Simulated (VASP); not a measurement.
# BN (P6_3mc) in VASP: further runs, part 2 of 2

VASP 6.6.1.

## 3. Single point, r2SCAN

Contents of INCAR:

```
  ADDGRID = F
  ALGO = Normal
  EDIFF = 1E-6
  ENCUT = 400
  ISIF = 2
  ISMEAR = -5
  LASPH = T
  LCHARG = F
  LMIXTAU = T
  LREAL = F
  LWAVE = F
  METAGGA = R2SCAN
  NBANDS = 16
  NELM = 100
  PREC = Accurate
  SIGMA = 0.05
```

Contents of KPOINTS:

```
k-points
0
Gamma
  10 10 6
```

Contents of POSCAR:

```
BN
1.0
    2.5539396017      0.0000000000      0.0000000000
   -1.2769698009      2.2117765748      0.0000000000
    0.0000000000      0.0000000000      4.2268550000
N B
2 2
Direct
    0.3333333333      0.6666666667      0.1252760000
    0.6666666667      0.3333333333      0.6252760000
    0.3333333333      0.6666666667      0.4997240000
    0.6666666667      0.3333333333      0.9997240000
```

Potentials or basis: VASP PAW PBE potentials, release 64 (N_s, B_s).

Started as:

```console
$ cat potpaw_PBE.64/N_s/POTCAR potpaw_PBE.64/B_s/POTCAR > POTCAR
$ mpirun -np 1 vasp_std > vasp.out
```

Run time: 63 s. Hardware: 1 thread of Intel Xeon Platinum 8488C (Sapphire Rapids), shared host; peak memory 0.13 GiB.

These settings aren't checked as converged: the numbers below hold their error.

Results:

```yaml
Free_energy: -38.1165 eV
Pressure: -3.6 GPa
Largest_force: 0.020 eV/Å
Band_gap_on_the_k_mesh: 5.93 eV, indirect (least direct gap 8.91 eV)
```

Caveat: the PAW data sets were made with another functional, which shifts forces and pressure a little.

## 4. Single point, r2SCAN

INCAR: that of step 3 with these lines changed.

```diff
@@ -3,5 +3,5 @@
   EDIFF = 1E-6
-  ENCUT = 400
+  ENCUT = 900
   ISIF = 2
-  ISMEAR = -5
+  ISMEAR = 0
   LASPH = T
```

Contents of KPOINTS:

```
k-points
0
Gamma
  7 7 4
```

POSCAR is that of step 3.

Started as:

```console
$ cat potpaw_PBE.64/N_s/POTCAR potpaw_PBE.64/B_s/POTCAR > POTCAR
$ mpirun -np 1 vasp_std > vasp.out
```

Run time: 90 s. Hardware: 1 thread of Intel Xeon Platinum 8488C (Sapphire Rapids), shared host; peak memory 0.18 GiB.

The run converged, but some of its settings lie outside the range that counts as converged, so its numbers aren't taken as properties of the crystal.

What came out:

| Quantity | Value |
| --- | --- |
| Free energy | -38.1582 eV |
| Pressure | -3.3 GPa |
| Largest force | 0.022 eV/Å |
| Band gap on the k mesh | 6.13 eV, indirect (least direct gap 8.91 eV) |

Caveat: the PAW data sets were made with another functional, which shifts forces and pressure a little; an odd mesh through Γ misses points on the zone boundary, where band edges often lie.

## 5. Single point, r2SCAN

INCAR: that of step 4 with these lines changed.

```diff
@@ -3,3 +3,3 @@
   EDIFF = 1E-6
-  ENCUT = 900
+  ENCUT = 500
   ISIF = 2
```

Contents of KPOINTS:

```
k-points
0
Gamma
  10 10 6
```

POSCAR is that of step 4.

Potentials or basis: VASP PAW PBE potentials, release 64 (N_s, B_s).

Started as:

```console
$ cat potpaw_PBE.64/N_s/POTCAR potpaw_PBE.64/B_s/POTCAR > POTCAR
$ mpirun -np 1 vasp_std > vasp.out
```

OUTCAR:

```text
EDIFF = 1E-6
   ENCUT = 500
   ISIF = 2
   ISMEAR = 0
   LASPH = T
   LREAL = F
   METAGGA = R2SCAN
   NELM = 100
   PREC = Accurate

 Found     56 irreducible k-points:

 Following reciprocal coordinates:
            Coordinates               Weight
  0.000000  0.000000  0.000000      1.000000
  0.100000  0.000000  0.000000      6.000000
  0.200000  0.000000  0.000000      6.000000
  0.300000  0.000000  0.000000      6.000000
  0.400000  0.000000  0.000000      6.000000
  0.500000  0.000000  0.000000      3.000000
   k-points           NKPTS =     56   k-points in BZ     NKDIM =     56   number of bands    NBANDS=     16
   number of dos      NEDOS =    301   number of ions     NIONS =      4
   total plane-waves  NPLWV =  12800
   dimension x,y,z NGX =    20 NGY =   20 NGZ =   32
   dimension x,y,z NGXF=    40 NGYF=   40 NGZF=   64
   ions per type =               2   2
   NGX,Y,Z   is equivalent  to a cutoff of  13.02, 13.02, 12.59 a.u.
   NGXF,Y,Z  is equivalent  to a cutoff of  26.04, 26.04, 25.17 a.u.
 SYSTEM =  unknown system
   PREC   = accura    normal or accurate (medium, high low for compatibility)
   ISTART =      0    job   : 0-new  1-cont  2-samecut
[... 53 lines left out ...]
  free energy    TOTEN  =       -38.15015539 eV

  energy without entropy =      -38.15015539  energy(sigma->0) =      -38.15015539

 E-fermi :   9.4131     XC(G=0): -13.5746

 val. band max:        9.1197091607   @ k =   0.0000   0.0000   0.0000
 cond. band min:      15.0505974791   @ k =   0.3000   0.3000   0.0000
 fundamental gap:      5.9308883184
 Fermi energy:         9.4131120501

 k-point     1 :       0.0000    0.0000    0.0000
  band No.  band energies     occupation
      1     -12.2573      2.00000
      2      -8.0663      2.00000
      3      -2.1341      2.00000
      4       6.9298      2.00000
      5       6.9298      2.00000
      6       8.8422      2.00000
[... 91 lines left out ...]
      3      -0.7310      2.00000
      4       0.9971      2.00000
      5       1.9500      2.00000
      6       3.9703      2.00000
[... 8 lines left out ...]
     15      26.6451      0.00000
     16      28.1051      0.00000

 [... further k-points ...]
[... 5 lines left out ...]
  --------------------------------------------------------------------------------------
  -------------------------------------------------------------------------------------
  Total       -0.5277510     -0.5277510     -0.6169967      0.0000000     -0.0000000     -0.0000000
  in kB      -35.4136279    -35.4136279    -41.4022737      0.0000000     -0.0000000     -0.0000000
  external PRESSURE =     -37.4098432 kB  Pullay stress =       0.0000000 kB

 VOLUME and BASIS-vectors are now :
 -----------------------------------------------------------------------------
  energy-cutoff  :      500.00
  volume of cell :       23.88
      direct lattice vectors                 reciprocal lattice vectors
     2.553939602  0.000000000  0.000000000     0.391551938  0.226062617  0.000000000
    -1.276969801  2.211776575  0.000000000     0.000000000  0.452125233  0.000000000
     0.000000000  0.000000000  4.226855000     0.000000000  0.000000000  0.236582518

 POSITION                                       TOTAL-FORCE (eV/Angst)
 -----------------------------------------------------------------------------------
     -0.00000      1.47452      0.52952         0.000000     -0.000000     -0.020326
      1.27697      0.73726      2.64295        -0.000000      0.000000     -0.020326
     -0.00000      1.47452      2.11226        -0.000000      0.000000      0.020326
      1.27697      0.73726      4.22569         0.000000      0.000000      0.020326
 -----------------------------------------------------------------------------------
    total drift:                               -0.000000      0.000000      0.000853

  FREE ENERGIE OF THE ION-ELECTRON SYSTEM (eV)
  ---------------------------------------------------
  free  energy   TOTEN  =       -38.1501553875 eV

  energy  without entropy=      -38.1501553875  energy(sigma->0) =      -38.15015539
```

OSZICAR:

```text
N       E                     dE             d eps       ncg     rms          rms(c)
DAV:   1     0.773214367549E+02    0.77321E+02   -0.73962E+03  2480   0.113E+03
DAV:   2    -0.405737656206E+02   -0.11790E+03   -0.10668E+03  2952   0.458E+02
DAV:   3    -0.444891133957E+02   -0.39153E+01   -0.38968E+01  2656   0.801E+01
DAV:   4    -0.445061444179E+02   -0.17031E-01   -0.17021E-01  2360   0.435E+00
DAV:   5    -0.445067581185E+02   -0.61370E-03   -0.61369E-03  2696   0.127E+00    0.326E+01
DAV:   6    -0.381651585519E+02    0.63416E+01   -0.11371E+00  2944   0.128E+01    0.263E+01
DAV:   7    -0.386878172194E+02   -0.52266E+00   -0.21403E+00  3048   0.207E+01    0.151E+01
DAV:   8    -0.399391307193E+02   -0.12513E+01   -0.11187E+00  2816   0.295E+01    0.742E+00
DAV:   9    -0.380842267806E+02    0.18549E+01   -0.40467E-01  2744   0.994E+00    0.427E+00
DAV:  10    -0.379856619176E+02    0.98565E-01   -0.41147E-02  2216   0.217E+00    0.202E+00
DAV:  11    -0.380834077297E+02   -0.97746E-01   -0.11817E-02  2768   0.182E+00    0.873E-01
DAV:  12    -0.381501054957E+02   -0.66698E-01   -0.14802E-02  2208   0.132E+00    0.132E-01
DAV:  13    -0.381500150090E+02    0.90487E-04   -0.84331E-04  3008   0.573E-01    0.168E-01
DAV:  14    -0.381493395000E+02    0.67551E-03   -0.12438E-04  2688   0.292E-01    0.194E-01
DAV:  15    -0.381492101701E+02    0.12933E-03   -0.13144E-05  3040   0.596E-02    0.205E-01
DAV:  16    -0.381501478614E+02   -0.93769E-03   -0.22001E-04  2080   0.151E-01    0.528E-02
DAV:  17    -0.381501555583E+02   -0.76969E-05   -0.28069E-05  3056   0.994E-02    0.368E-02
DAV:  18    -0.381501553875E+02    0.17079E-06   -0.10912E-06  1256   0.147E-02
   1 F= -.38150155E+02 E0= -.38150155E+02  d E =-.104404E-18
```

stdout:

```text
POSCAR found type information on POSCAR N B
 POSCAR found :  2 types and       4 ions
 scaLAPACK will be used
 -----------------------------------------------------------------------------
|                                                                             |
|                                                                             |
|     You enforced a specific xc type in the INCAR file but a different       |
|     I HOPE YOU KNOW WHAT YOU ARE DOING!                                     |
|                                                                             |
 -----------------------------------------------------------------------------

 LDA part: xc-table for (None), standard interpolation
 POSCAR, INCAR and KPOINTS ok, starting setup
 FFT: planning ... GRIDC
 FFT: planning ... GRID_SOFT
 FFT: planning ... GRID
 WAVECAR not read
 entering main loop
```

Run time: 84 s. Hardware: 1 thread of Intel Xeon Platinum 8488C (Sapphire Rapids), shared host; peak memory 0.14 GiB.

These settings aren't checked as converged: the numbers below hold their error.

Results:

```yaml
Free_energy: -38.1502 eV
Pressure: -3.7 GPa
Largest_force: 0.020 eV/Å
Band_gap_on_the_k_mesh: 5.93 eV, indirect (least direct gap 8.91 eV)
```

Caveat: the PAW data sets were made with another functional, which shifts forces and pressure a little.

## 6. Single point, r2SCAN

INCAR: that of step 5 with these lines changed.

```diff
@@ -14,3 +14,3 @@
   NELM = 100
-  PREC = Accurate
+  PREC = Low
   SIGMA = 0.05
```

KPOINTS is that of step 5.

POSCAR is that of step 5.

Potentials or basis: VASP PAW PBE potentials, release 64 (N_s, B_s).

Started as:

```console
$ cat potpaw_PBE.64/N_s/POTCAR potpaw_PBE.64/B_s/POTCAR > POTCAR
$ mpirun -np 1 vasp_std > vasp.out
```

It took 42 s on 1 thread of Intel Xeon Platinum 8488C (Sapphire Rapids), shared host; peak memory 0.11 GiB.

These settings aren't checked as converged: the numbers below hold their error.

Results:

* Free energy: -38.1520 eV
* Pressure: -3.8 GPa
* Largest force: 0.024 eV/Å
* Band gap on the k mesh: 5.93 eV, indirect (least direct gap 8.91 eV)

Caveat: the PAW data sets were made with another functional, which shifts forces and pressure a little.

## 7. For comparison

An earlier run on the cell as given: functional PBEsol; potentials or basis VASP PAW PBE potentials, release 64 (N, B); cutoff 520 eV; k mesh 12 × 12 × 6; occupations fermi-dirac, width 0.05 eV; no spin polarisation.

- Pressure: -5.4 GPa
- Largest force: 0.010 eV/Å
- Band gap on the k mesh: 4.97 eV, indirect (least direct gap 8.15 eV)
